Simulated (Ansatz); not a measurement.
**Cobalt, diamond under BLYP: structure, energy and stiffness**

What does BLYP give for cobalt in the diamond structure? We relax it, solve it on a dense k-mesh, then scale the cell to 7 volumes from 88 to 112 % of the relaxed one and try a fit of the equation of state. The start is ferromagnetic. The k-meshes are 11×11×11 for the relaxation; 17×17×17 for the dense run; 12×12×12 for the volumes.

This is Co in the diamond structure; at room conditions it is hcp.

Program: Ansatz 0.2.0. Level of theory: DFT BLYP, plane waves (420 eV) with PAW, scalar-relativistic; the PAW data stem from PBE, with regenerated cores. These are calculated values, not measurements.

## 1. The system as given

The structure is cubic, space group Fd-3m (No. 227). Conventional cell: a = 4.927 Å, b = 4.927 Å, c = 4.927 Å, α = 90.00°, β = 90.00°, γ = 90.00°. Around Co (site symmetry -43m) lie 4 Co at 2.13 Å.

As a file:

```cif
data_structure
_symmetry_space_group_name_H-M 'Fd-3m:1'
_symmetry_Int_Tables_number 227
_cell_length_a 4.9269
_cell_length_b 4.9269
_cell_length_c 4.9269
_cell_angle_alpha 90.000
_cell_angle_beta 90.000
_cell_angle_gamma 90.000
_cell_volume 119.59
loop_
_atom_site_label
_atom_site_type_symbol
_atom_site_symmetry_multiplicity
_atom_site_Wyckoff_symbol
_atom_site_fract_x
_atom_site_fract_y
_atom_site_fract_z
_atom_site_occupancy
Co1 Co 8 b 0.75000 0.75000 0.75000 1
```

Starting moments (μB): +1.7 ×2.

## 2. Relaxing cell and atoms

Contents of input.yaml:

```yaml
crystal:
  lattice:
    - [0.0, 2.4634331982, 2.4634331982]
    - [2.4634331982, 0.0, 2.4634331982]
    - [2.4634331982, 2.4634331982, 0.0]
  atoms:
    - { symbol: Co, position: [0.125, 0.125, 0.125], spin: 1.7 }
    - { symbol: Co, position: [0.875, 0.875, 0.875], spin: 1.7 }
hamiltonian:
  xc: blyp
  pseudopotentials:
    kind: paw
    azcp:
      Co: "pseudopotentials/Co.paw.azcp"
basis:
  ecutwfc: 420
  fft_grid_basis: typed
kpoints:
  mp_grid: { grid: [11, 11, 11], shift: [0, 0, 0] }
magnetization:
  spin_polarized: true
scf:
  occupations: { method: fermi_dirac, width: 0.05 }
relax:
  max_steps: 60
  f_tol: 0.01
  cell: {}
```

Output:

```text
Warning: RAYON_NUM_THREADS=2 ignored (pool sized by the plan → 2); use --threads N
Engine: ansatz 0.2.0, aarch64-unknown-linux-gnu
Pseudopotentials: kind: paw
Pseudopotential: Co, paw, valence charge 17, recommended cutoff 420 eV (normal), <dir>
Functional definition: BLYP
  parameter beta = 0.0042
  parameter a = 0.04918
  parameter b = 0.132
  parameter c = 0.2533
  parameter d = 0.349
  exchange = b88_x(beta = beta)
  correlation = lyp_c(a = a, b = b, c = c, d = d)
Crystal: 2 atoms, lattice volume = 29.899 Å³
Basis set: ecut = 420 eV, 561 PW (Γ), exchange–correlation on 48×48×48 points (8 copies of the dense FFT grid, shifted against one another)
Bands: 23, of which v1, the nominal top of the filled ones, is band 17 counted from 1 (16 counted from 0)
Symmetry: 48 space group operations
Space group: Fd-3m (ITA 227), of the structure as read, at distance tolerance 3.1e-5 Å
Magnetic group: BNS 227.128 (UNI 1630), of the structure as read, at distance tolerance 3.1e-5 Å
k-points: 56 of 1331
Non-local potential: Co, projectors of the file, l = 0: 3, l = 1: 2, l = 2: 3, l = 3: 1
PAW form: soft (Blöchl's): semilocal exchange-correlation on the pseudo side does not see the compensation charge
PAW frozen core: Co, regenerated for the run's functional, and the local potential with it (the file was generated under x = pbe(κ = 0.804, μ = 0.2195149727645171), c = pbe(β = 0.06672455060314922))
PAW one-centre angular grid: Co, 590 points (default); XC on 64 Gauss nodes
Initial density: superposition of atomic densities (chi_scale 0.1, normalization cell)
Starting moments: Σ|m| = 3.4 μB on 2 of 2 sites
Initial wavefunctions: pseudopotential atomic-orbital guess
Functional: x = b88, c = lyp
iter 1 solved again at ethr=1.03e-3 eV; its pass at ethr=3.10e-3 eV (dr2=3.51e-1 eV) is discarded
SCF iter   1: F=—  HF=-10263.730997 eV  |F-HF|=—  |Δ(HF+E_count)|=         —  Δρ=4.17e-2 (↑1.57e-2 ↓4.17e-2)  dr2=3.56e-1  dr2_m=1.30e-1  M=3.212 μB ∫|m|=3.265 μB  β_m=0.30  ethr=1.03e-3  ⟨swp⟩=1.0  Hψ=13546  notcnv=0
Mixer restart at iter 1: flushing history
preconditioner: auto → Kerker (q_TF=auto, 2.787 Å⁻¹)  [metal: Δε(μ)=0.004 eV  Ē_g=7.190 eV  σ=0.050 eV  W_gap=0.02  n_scr=14 (ndim 8)  ℏωp=28.8 eV  f_vac=0.000  D(μ)=4.08/eV (n_scr^D=58)]
spin=Collinear: Kerker preconditioning applied to the charge; magnetization (m = ρ↑ − ρ↓) channel mixes plain (no charge-response kernel on spin).
SCF iter   2: F=—  HF=-10264.505062 eV  |F-HF|=—  |Δ(HF+E_count)|=   7.74e-1  Δρ=2.87e-2 (↑2.87e-2 ↓2.33e-2)  dr2=3.47e-1  dr2_m=1.12e-1  M=3.261 μB ∫|m|=3.324 μB  β_m=0.60  ethr=1.03e-3  ⟨swp⟩=2.0  Hψ=3147  notcnv=0
SCF iter   3: F=—  HF=-10265.845339 eV  |F-HF|=—  |Δ(HF+E_count)|=    1.34e0  Δρ=2.77e-2 (↑2.77e-2 ↓1.34e-2)  dr2=4.64e-1  dr2_m=3.72e-2  M=3.249 μB ∫|m|=3.348 μB  β_m=0.80  ethr=1.02e-3  ⟨swp⟩=2.0  Hψ=3597  notcnv=0
SCF iter   4: F=—  HF=-10266.503553 eV  |F-HF|=—  |Δ(HF+E_count)|=   6.58e-1  Δρ=1.50e-2 (↑1.50e-2 ↓1.18e-2)  dr2=2.26e-1  dr2_m=9.53e-4  M=3.176 μB ∫|m|=3.332 μB  β_m=0.85  ethr=1.02e-3  ⟨swp⟩=2.5  Hψ=4344  notcnv=0  defer=33
SCF iter   5: F=—  HF=-10266.467184 eV  |F-HF|=—  |Δ(HF+E_count)|=         —  Δρ=1.84e-2 (↑1.84e-2 ↓4.31e-3)  dr2=3.88e-2  dr2_m=2.85e-2  M=2.981 μB ∫|m|=3.140 μB  β_m=0.85  ethr=6.64e-4  ⟨swp⟩=2.4  Hψ=4467  notcnv=0  defer=55
Mixer restart at iter 5: flushing history
SCF iter   6: F=—  HF=-10266.478181 eV  |F-HF|=—  |Δ(HF+E_count)|=   1.10e-2  Δρ=1.47e-2 (↑1.47e-2 ↓2.68e-3)  dr2=2.85e-2  dr2_m=1.79e-2  M=3.125 μB ∫|m|=3.278 μB  β_m=0.66  ethr=1.14e-4  ⟨swp⟩=2.1  Hψ=5643  notcnv=0  defer=56
SCF iter   7: F=—  HF=-10266.464184 eV  |F-HF|=—  |Δ(HF+E_count)|=   1.40e-2  Δρ=4.77e-3 (↑4.77e-3 ↓1.55e-3)  dr2=5.17e-3  dr2_m=9.67e-4  M=3.036 μB ∫|m|=3.191 μB  β_m=0.73  ethr=8.39e-5  ⟨swp⟩=2.8  Hψ=4928  notcnv=0  defer=57
SCF iter   8: F=—  HF=-10266.464148 eV  |F-HF|=—  |Δ(HF+E_count)|=   3.65e-5  Δρ=1.28e-3 (↑1.28e-3 ↓4.27e-4)  dr2=6.01e-4  dr2_m=9.37e-5  M=3.064 μB ∫|m|=3.216 μB  β_m=0.80  ethr=1.52e-5  ⟨swp⟩=2.1  Hψ=4323  notcnv=0  defer=57
SCF iter   9: F=—  HF=-10266.464187 eV  |F-HF|=—  |Δ(HF+E_count)|=   3.92e-5  Δρ=7.72e-4 (↑7.72e-4 ↓2.41e-4)  dr2=2.37e-4  dr2_m=2.78e-5  M=3.061 μB ∫|m|=3.214 μB  β_m=0.90  ethr=1.77e-6  ⟨swp⟩=1.0  Hψ=2835  notcnv=0  defer=57
SCF iter  10: F=—  HF=-10266.464188 eV  |F-HF|=—  |Δ(HF+E_count)|=   1.31e-6  Δρ=2.17e-4 (↑2.17e-4 ↓6.31e-5)  dr2=5.41e-6  dr2_m=4.21e-6  M=3.056 μB ∫|m|=3.209 μB  β_m=0.88  ethr=6.97e-7  ⟨swp⟩=2.0  Hψ=3433  notcnv=0  defer=57
SCF iter  11: F=—  HF=-10266.464242 eV  |F-HF|=—  |Δ(HF+E_count)|=   5.42e-5  Δρ=1.22e-4 (↑1.22e-4 ↓7.62e-5)  dr2=4.04e-7  dr2_m=2.65e-6  M=3.055 μB ∫|m|=3.208 μB  β_m=0.94  ethr=1.59e-8  ⟨swp⟩=2.2  Hψ=3542  notcnv=0  defer=57
SCF iter  12: F=—  HF=-10266.464242 eV  |F-HF|=—  |Δ(HF+E_count)|=   5.90e-8  Δρ=6.01e-5 (↑6.01e-5 ↓4.77e-5)  dr2=2.47e-8  dr2_m=7.92e-7  M=3.055 μB ∫|m|=3.207 μB  β_m=0.97  ethr=1.19e-9  ⟨swp⟩=2.0  Hψ=3561  notcnv=0  defer=57
SCF iter  13: F=—  HF=-10266.464242 eV  |F-HF|=—  |Δ(HF+E_count)|=   2.61e-8  Δρ=1.78e-5 (↑1.77e-5 ↓1.78e-5)  dr2=7.56e-10  dr2_m=8.60e-8  M=3.054 μB ∫|m|=3.207 μB  β_m=0.98  ethr=7.28e-11  ⟨swp⟩=2.0  Hψ=4248  notcnv=0  defer=57
SCF iter  14: F=-10266.464242 eV  HF=-10266.464242 eV  |F-HF|=4.86e-10  |Δ(HF+E_count)|=   5.20e-9  Δρ=9.82e-7 (↑9.82e-7 ↓4.87e-7)  dr2=2.62e-10  dr2_m=3.77e-11  M=3.054 μB ∫|m|=3.207 μB  ethr=2.22e-12  ⟨swp⟩=1.0  Hψ=7738  notcnv=0
SCF 1 converged in 14 iterations: F = -10266.464242 eV  dr2 = 2.62e-10
relax step   1: F+E_penalty+E_count = -10266.46424237 eV  Δ(F+E_penalty+E_count) = +0.000e0 eV  max|allowed force component| = 3.469e-18 eV/Å  Δτ_max = 0.0000 Å  P = +15.437 GPa  Ω = 29.899 Å³  (14 SCF iters, dr2 threshold 1.00e-7 eV, accepted)
Crystal: 2 atoms, lattice volume = 31.968 Å³
Basis set: ecut = 420 eV, 609 PW (Γ), exchange–correlation on 48×48×48 points (8 copies of the dense FFT grid, shifted against one another)
Initial density: handed on by an earlier stage of this run
Starting moments: Σ|m| = 3.4 μB on 2 of 2 sites; this step starts from the density that it was given
Initial wavefunctions: those handed on with the density
iter 1 solved again at ethr=2.37e-5 eV; its pass at ethr=3.10e-3 eV (dr2=8.04e-3 eV) is discarded
SCF iter   1: F=—  HF=-10266.609814 eV  |F-HF|=—  |Δ(HF+E_count)|=         —  Δρ=1.95e-2 (↑1.95e-2 ↓1.38e-2)  dr2=8.94e-3  dr2_m=7.98e-2  M=3.316 μB ∫|m|=3.498 μB  β_m=0.30  ethr=2.37e-5  ⟨swp⟩=1.8  Hψ=13538  notcnv=0
preconditioner: auto → Kerker (q_TF=auto, 2.756 Å⁻¹)  [metal: Δε(μ)=0.009 eV  Ē_g=7.280 eV  σ=0.050 eV  W_gap=0.05  n_scr=14 (ndim 8)  ℏωp=27.9 eV  f_vac=0.036  D(μ)=2.19/eV (n_scr^D=14)]
spin=Collinear: Kerker preconditioning applied to the charge; magnetization (m = ρ↑ − ρ↓) channel mixes plain (no charge-response kernel on spin).
SCF iter   2: F=—  HF=-10266.604660 eV  |F-HF|=—  |Δ(HF+E_count)|=   5.15e-3  Δρ=1.25e-2 (↑1.20e-2 ↓1.25e-2)  dr2=2.19e-3  dr2_m=4.34e-2  M=3.326 μB ∫|m|=3.508 μB  β_m=0.65  ethr=2.37e-5  ⟨swp⟩=2.0  Hψ=3921  notcnv=0
SCF iter   3: F=—  HF=-10266.615089 eV  |F-HF|=—  |Δ(HF+E_count)|=   1.04e-2  Δρ=6.65e-3 (↑6.65e-3 ↓1.78e-3)  dr2=8.20e-3  dr2_m=2.17e-3  M=3.353 μB ∫|m|=3.538 μB  β_m=0.57  ethr=6.46e-6  ⟨swp⟩=2.1  Hψ=5160  notcnv=0
SCF iter   4: F=—  HF=-10266.609971 eV  |F-HF|=—  |Δ(HF+E_count)|=   5.12e-3  Δρ=1.01e-3 (↑9.27e-4 ↓1.01e-3)  dr2=1.61e-3  dr2_m=6.77e-6  M=3.358 μB ∫|m|=3.543 μB  β_m=0.73  ethr=6.46e-6  ⟨swp⟩=2.0  Hψ=5309  notcnv=0
SCF iter   5: F=—  HF=-10266.609587 eV  |F-HF|=—  |Δ(HF+E_count)|=   3.84e-4  Δρ=4.64e-4 (↑4.11e-4 ↓4.64e-4)  dr2=1.36e-4  dr2_m=1.15e-6  M=3.357 μB ∫|m|=3.543 μB  β_m=0.87  ethr=4.73e-6  ⟨swp⟩=1.8  Hψ=3328  notcnv=0
SCF iter   6: F=—  HF=-10266.609641 eV  |F-HF|=—  |Δ(HF+E_count)|=   5.37e-5  Δρ=3.45e-4 (↑3.18e-4 ↓3.45e-4)  dr2=6.78e-5  dr2_m=2.06e-7  M=3.356 μB ∫|m|=3.542 μB  β_m=0.93  ethr=3.99e-7  ⟨swp⟩=2.2  Hψ=3709  notcnv=0
SCF iter   7: F=—  HF=-10266.609646 eV  |F-HF|=—  |Δ(HF+E_count)|=   4.91e-6  Δρ=7.58e-5 (↑7.01e-5 ↓7.58e-5)  dr2=5.57e-6  dr2_m=5.30e-9  M=3.355 μB ∫|m|=3.542 μB  β_m=0.97  ethr=1.99e-7  ⟨swp⟩=2.1  Hψ=3672  notcnv=0
SCF iter   8: F=—  HF=-10266.609646 eV  |F-HF|=—  |Δ(HF+E_count)|=   6.90e-7  Δρ=1.05e-5 (↑8.93e-6 ↓1.05e-5)  dr2=6.15e-8  dr2_m=9.88e-9  M=3.355 μB ∫|m|=3.542 μB  β_m=0.98  ethr=1.64e-8  ⟨swp⟩=2.1  Hψ=3409  notcnv=0
SCF iter   9: F=-10266.609646 eV  HF=-10266.609646 eV  |F-HF|=5.61e-9  |Δ(HF+E_count)|=   1.17e-7  Δρ=1.68e-6 (↑1.68e-6 ↓1.48e-6)  dr2=2.59e-9  dr2_m=5.87e-11  M=3.355 μB ∫|m|=3.542 μB  ethr=1.81e-10  ⟨swp⟩=2.0  Hψ=8122  notcnv=0
SCF 2 converged in 9 iterations: F = -10266.609646 eV  dr2 = 2.59e-9
relax step   2: F+E_penalty+E_count = -10266.60964640 eV  Δ(F+E_penalty+E_count) = -1.454e-1 eV  max|allowed force component| = 3.701e-17 eV/Å  Δτ_max = 0.0000 Å  P = +7.098 GPa  Ω = 31.968 Å³  energy of the carried Pulay correction = -1.895e-3 eV  (9 SCF iters, dr2 threshold 2.00e-7 eV, accepted)
Crystal: 2 atoms, lattice volume = 33.966 Å³
Basis set: ecut = 420 eV, 645 PW (Γ), exchange–correlation on 48×48×48 points (8 copies of the dense FFT grid, shifted against one another)
iter 1 solved again at ethr=1.28e-5 eV; its pass at ethr=3.10e-3 eV (dr2=4.34e-3 eV) is discarded
SCF iter   1: F=—  HF=-10266.646424 eV  |F-HF|=—  |Δ(HF+E_count)|=         —  Δρ=4.06e-3 (↑4.06e-3 ↓2.01e-3)  dr2=5.10e-3  dr2_m=1.13e-3  M=3.393 μB ∫|m|=3.614 μB  β_m=0.30  ethr=1.28e-5  ⟨swp⟩=2.1  Hψ=14531  notcnv=0
preconditioner: auto → Kerker (q_TF=auto, 2.729 Å⁻¹)  [metal: Δε(μ)=0.002 eV  Ē_g=6.958 eV  σ=0.050 eV  W_gap=0.01  n_scr=14 (ndim 8)  ℏωp=27.0 eV  f_vac=0.040  D(μ)=2.14/eV (n_scr^D=14)]
spin=Collinear: Kerker preconditioning applied to the charge; magnetization (m = ρ↑ − ρ↓) channel mixes plain (no charge-response kernel on spin).
SCF iter   2: F=—  HF=-10266.645643 eV  |F-HF|=—  |Δ(HF+E_count)|=   7.81e-4  Δρ=2.03e-3 (↑1.91e-3 ↓2.03e-3)  dr2=1.66e-3  dr2_m=7.49e-4  M=3.399 μB ∫|m|=3.619 μB  β_m=0.45  ethr=1.28e-5  ⟨swp⟩=2.2  Hψ=3586  notcnv=0
SCF iter   3: F=—  HF=-10266.648401 eV  |F-HF|=—  |Δ(HF+E_count)|=   2.76e-3  Δρ=1.81e-3 (↑1.06e-3 ↓1.81e-3)  dr2=1.49e-3  dr2_m=4.03e-4  M=3.406 μB ∫|m|=3.623 μB  β_m=0.73  ethr=4.89e-6  ⟨swp⟩=1.5  Hψ=3149  notcnv=0
SCF iter   4: F=—  HF=-10266.650715 eV  |F-HF|=—  |Δ(HF+E_count)|=   2.31e-3  Δρ=1.35e-3 (↑7.78e-4 ↓1.35e-3)  dr2=1.42e-3  dr2_m=3.31e-5  M=3.415 μB ∫|m|=3.630 μB  β_m=0.74  ethr=4.38e-6  ⟨swp⟩=1.2  Hψ=2628  notcnv=0
SCF iter   5: F=—  HF=-10266.650571 eV  |F-HF|=—  |Δ(HF+E_count)|=   1.43e-4  Δρ=4.51e-4 (↑3.86e-4 ↓4.51e-4)  dr2=1.10e-4  dr2_m=8.53e-7  M=3.416 μB ∫|m|=3.631 μB  β_m=0.87  ethr=4.17e-6  ⟨swp⟩=2.0  Hψ=3593  notcnv=0
SCF iter   6: F=—  HF=-10266.650616 eV  |F-HF|=—  |Δ(HF+E_count)|=   4.50e-5  Δρ=7.27e-5 (↑7.24e-5 ↓7.27e-5)  dr2=9.26e-6  dr2_m=3.76e-7  M=3.415 μB ∫|m|=3.631 μB  β_m=0.94  ethr=3.23e-7  ⟨swp⟩=2.0  Hψ=3541  notcnv=0
SCF iter   7: F=—  HF=-10266.650620 eV  |F-HF|=—  |Δ(HF+E_count)|=   3.89e-6  Δρ=5.18e-5 (↑5.18e-5 ↓4.71e-5)  dr2=3.14e-6  dr2_m=5.90e-9  M=3.415 μB ∫|m|=3.630 μB  β_m=0.97  ethr=2.72e-8  ⟨swp⟩=2.1  Hψ=4044  notcnv=0
SCF iter   8: F=—  HF=-10266.650620 eV  |F-HF|=—  |Δ(HF+E_count)|=   1.52e-8  Δρ=3.21e-6 (↑3.00e-6 ↓3.21e-6)  dr2=1.51e-8  dr2_m=2.64e-10  M=3.415 μB ∫|m|=3.630 μB  β_m=0.98  ethr=9.24e-9  ⟨swp⟩=2.1  Hψ=3391  notcnv=0
SCF iter   9: F=-10266.650620 eV  HF=-10266.650620 eV  |F-HF|=1.26e-9  |Δ(HF+E_count)|=   2.87e-8  Δρ=1.22e-6 (↑1.22e-6 ↓8.70e-7)  dr2=9.11e-10  dr2_m=1.92e-11  M=3.415 μB ∫|m|=3.630 μB  ethr=4.44e-11  ⟨swp⟩=2.0  Hψ=7328  notcnv=0
SCF 3 converged in 9 iterations: F = -10266.650620 eV  dr2 = 9.11e-10
relax step   3: F+E_penalty+E_count = -10266.65062016 eV  Δ(F+E_penalty+E_count) = -4.097e-2 eV  max|allowed force component| = 5.320e-17 eV/Å  Δτ_max = 0.0000 Å  P = +0.049 GPa  Ω = 33.966 Å³  energy of the carried Pulay correction = -3.610e-3 eV  (9 SCF iters, dr2 threshold 2.00e-7 eV, accepted)
[... 15 lines left out ...]
relax step   4: F+E_penalty+E_count = -10266.66120859 eV  Δ(F+E_penalty+E_count) = -1.059e-2 eV  max|allowed force component| = 4.626e-17 eV/Å  Δτ_max = 0.0000 Å  P = +0.819 GPa  Ω = 33.966 Å³  stress off target by 8.19e-1 GPa  SCF on the basis re-selected at this cell (its energy is not comparable with the rows above)  (10 SCF iters)
[... 13 lines left out ...]
relax step   5: F+E_penalty+E_count = -10266.66176427 eV  Δ(F+E_penalty+E_count) = -5.557e-4 eV  max|allowed force component| = 5.551e-17 eV/Å  Δτ_max = 0.0000 Å  P = +0.167 GPa  Ω = 34.214 Å³  energy of the carried Pulay correction = -2.020e-4 eV  (8 SCF iters, dr2 threshold 2.00e-7 eV, accepted)
[... 11 lines left out ...]
relax step   6: F+E_penalty+E_count = -10266.66174465 eV  Δ(F+E_penalty+E_count) = +1.962e-5 eV  max|allowed force component| = 4.742e-17 eV/Å  Δτ_max = 0.0000 Å  P = +0.010 GPa  Ω = 34.275 Å³  energy of the carried Pulay correction = -2.553e-4 eV  (7 SCF iters, dr2 threshold 6.95e-8 eV, accepted)
iter 1 solved again at ethr=6.39e-8 eV; its pass at ethr=3.10e-3 eV (dr2=2.17e-5 eV) is discarded
SCF iter   1: F=—  HF=-10266.656596 eV  |F-HF|=—  |Δ(HF+E_count)|=         —  Δρ=4.51e-4 (↑4.51e-4 ↓3.09e-4)  dr2=4.14e-6  dr2_m=1.85e-6  M=3.427 μB ∫|m|=3.645 μB  β_m=0.65  ethr=6.39e-8  ⟨swp⟩=3.0  Hψ=17420  notcnv=0
preconditioner: auto → none  [metal: Δε(μ)=0.030 eV  Ē_g=6.886 eV  σ=0.050 eV  W_gap=0.15  n_scr=0 (ndim 8)  ℏωp=26.9 eV  f_vac=0.029  D(μ)=2.15/eV (n_scr^D=14)]
SCF iter   2: F=—  HF=-10266.661253 eV  |F-HF|=—  |Δ(HF+E_count)|=   4.66e-3  Δρ=1.62e-4 (↑1.62e-4 ↓1.11e-4)  dr2=1.22e-6  dr2_m=2.26e-7  M=3.427 μB ∫|m|=3.645 μB  β_m=0.63  ethr=1.22e-8  ⟨swp⟩=2.0  Hψ=3782  notcnv=0
SCF iter   3: F=—  HF=-10266.661933 eV  |F-HF|=—  |Δ(HF+E_count)|=   6.80e-4  Δρ=5.85e-5 (↑5.85e-5 ↓4.65e-5)  dr2=1.54e-6  dr2_m=1.41e-8  M=3.427 μB ∫|m|=3.645 μB  β_m=0.48  ethr=3.59e-9  ⟨swp⟩=2.0  Hψ=4520  notcnv=0
SCF iter   4: F=—  HF=-10266.661958 eV  |F-HF|=—  |Δ(HF+E_count)|=   2.50e-5  Δρ=7.66e-6 (↑4.47e-6 ↓7.66e-6)  dr2=8.32e-9  dr2_m=6.47e-9  M=3.427 μB ∫|m|=3.645 μB  β_m=0.66  ethr=3.59e-9  ⟨swp⟩=2.4  Hψ=4146  notcnv=0
SCF iter   5: F=—  HF=-10266.661958 eV  |F-HF|=—  |Δ(HF+E_count)|=   2.71e-7  Δρ=4.61e-6 (↑4.61e-6 ↓2.50e-6)  dr2=1.02e-9  dr2_m=3.20e-9  M=3.427 μB ∫|m|=3.645 μB  β_m=0.83  ethr=2.45e-11  ⟨swp⟩=2.0  Hψ=4494  notcnv=0
SCF iter   6: F=—  HF=-10266.661958 eV  |F-HF|=—  |Δ(HF+E_count)|=   8.84e-8  Δρ=5.19e-7 (↑5.19e-7 ↓2.54e-7)  dr2=7.24e-11  dr2_m=1.28e-11  M=3.427 μB ∫|m|=3.645 μB  β_m=0.86  ethr=2.99e-12  ⟨swp⟩=2.8  Hψ=4496  notcnv=0
SCF iter   7: F=-10266.661973 eV  HF=-10266.661973 eV  |F-HF|=3.98e-10  |Δ(HF+E_count)|=   1.48e-5  Δρ=2.16e-7 (↑2.16e-7 ↓1.26e-7)  dr2=1.01e-11  dr2_m=1.71e-12  M=3.427 μB ∫|m|=3.645 μB  ethr=1.00e-12  ⟨swp⟩=4.1  Hψ=11951  notcnv=0
SCF 7 converged in 7 iterations: F = -10266.661973 eV  dr2 = 1.01e-11
relax step   7: F+E_penalty+E_count = -10266.66197333 eV  Δ(F+E_penalty+E_count) = -2.287e-4 eV  max|allowed force component| = 4.626e-17 eV/Å  Δτ_max = 0.0000 Å  P = +0.006 GPa  Ω = 34.275 Å³  stress off target by 6.22e-3 GPa  SCF on the basis re-selected at this cell (its energy is not comparable with the rows above)  (7 SCF iters)
basis re-selected at this cell: Δ(F+E_penalty+E_count) = -2.287e-4 eV, ΔP = -0.004 GPa vs the last step (what re-selecting the basis moved, of the pressure what is left beyond the Pulay correction that the steps carried, after the strain that the cell walked since its last selection, with what the two solves' SCF thresholds leave and, on support functions, any second-order correction that the steps lacked; it is no measure of the basis error at this ecutwfc). This SCF's stress stands 6.22e-3 GPa from its target on what of the cell is left free (relax.cell.stress_tol is 5.00e-2 GPa) and its largest allowed force component is 4.63e-17 eV/Å (relax.f_tol is 1.00e-2 eV/Å): within both
SCF converged after 7 iterations
Magnetization: 3.4272 μB (18.7136 up, 15.2864 down)
Absolute magnetization: 3.6462 μB (∫|ρ↑−ρ↓|, with the PAW one-centre terms)
Spin contamination: 0.0677 ħ² per cell (⟨S²⟩ above its minimum at these occupations)
Per-site moments (μB) at R_I (Å): [(1.731425683947118, 0.9210228471139781), (1.7314256839471185, 0.9210228471139781)]
Free energy (F): -10266.661973 eV
Harris-Foulkes:  -10266.661973 eV  (|F-HF|=3.98e-10)
Internal energy: -10266.644436 eV  (E = F + TS)
E sigma→0 (E₀):  -10266.653205 eV
Entropy (-TS):   -0.017538 eV (-8.769 meV/atom)
Fermi energy:    10.608704 eV
--- Per-component energies (eV) ---
  E_band       = -748.850359
  E_kinetic    = 907.683803
  E_local      = -7560.341101  (includes V_loc(G=0)·N_el)
  E_nonlocal   = 913.664308
  E_hartree    = 3190.705255
  E_xc         = -311.902982
  E_vxc        = -400.584056  (∫ρ·V_xc dr)
  E_paw        = -3059.018776  (= ΣΔE_a)
  E_vpaw       = -990.683825  (= ΣTr[D̂ρ^β])
  E_aug_tail   = 0.000135  (compensation charges beyond the density's cutoff)
  E_ewald      = -4347.449258
  E_core_change = 0.014181  (= ΣΔE_core)
  E_smearing   = -0.017538  (= −TS)
  E_closure    = 0.000000  (closes the sum)
  Σ components = -10266.661973   (vs F -10266.661973, Δ=0.00e0)
--- Forces (eV/Å), atoms counted from 1 ---
  atom   1  Co    -0.00000000    -0.00000000     0.00000000
  atom   2  Co     0.00000000     0.00000000    -0.00000000
  max |Σ_I F_I| component: 9.25e-18 eV/Å
--- Stress (GPa, compression-positive) ---
        0.006220       0.000000      -0.000000
        0.000000       0.006220       0.000000
       -0.000000       0.000000       0.006220
  P = ⅓ Tr σ = 0.0062 GPa (0.062 kbar)
--- Relaxed structure (5 steps of the walk, 5 accepted, 2 SCFs on fresh bases) ---
  F+E_penalty+E_count = -10266.66197333 eV   max|allowed force component| = 4.626e-17 eV/Å   (the final SCF, on the basis selected at the relaxed cell)
  cell:  # Å, volume = 34.2750 Å³
    - [-2.0110796497734144e-33, 2.578195339205095, 2.578195339205095]
    - [2.5781953392050947, -4.8246803882486486e-34, 2.578195339205095]
    - [2.5781953392050947, 2.578195339205095, 1.1719355675659858e-33]
  atoms:
    - { symbol: Co, position: [0.125, 0.125, 0.125] }
    - { symbol: Co, position: [0.875, 0.875, 0.875] }
```

Wall time 21 s (2 threads of Arm Neoverse V1, shared host); peak memory 0.35 GiB.

The steps of the relaxation:

```
step  energy change (meV/atom)  largest force (eV/Å)  pressure (GPa)  volume (Å³/atom)
   1                      0.00                0.0000           15.44            14.949
   2                    -72.70                0.0000            7.10            15.984
   3                    -93.19                0.0000            0.05            16.983
   4                    -98.48                0.0000            0.82            16.983
   5                    -98.76                0.0000            0.17            17.107
   6                    -98.75                0.0000            0.01            17.137
   7                    -98.87                0.0000            0.01            17.137
```

Steps that repeat a cell are solved on a basis chosen anew, so their changes of energy are no gain of the relaxation.

The cell of the run, before and after:

|  | before | after | change |
| --- | --- | --- | --- |
| a (Å) | 3.484 | 3.646 | +4.7 % |
| b (Å) | 3.484 | 3.646 | +4.7 % |
| c (Å) | 3.484 | 3.646 | +4.7 % |
| volume (Å³/atom) | 14.949 | 17.137 | +14.6 % |
| shortest distance (Å) | 2.133 | 2.233 | +4.7 % |
| space group (spins left aside) | Fd-3m | Fd-3m | same |

[end of part 1 of 2]
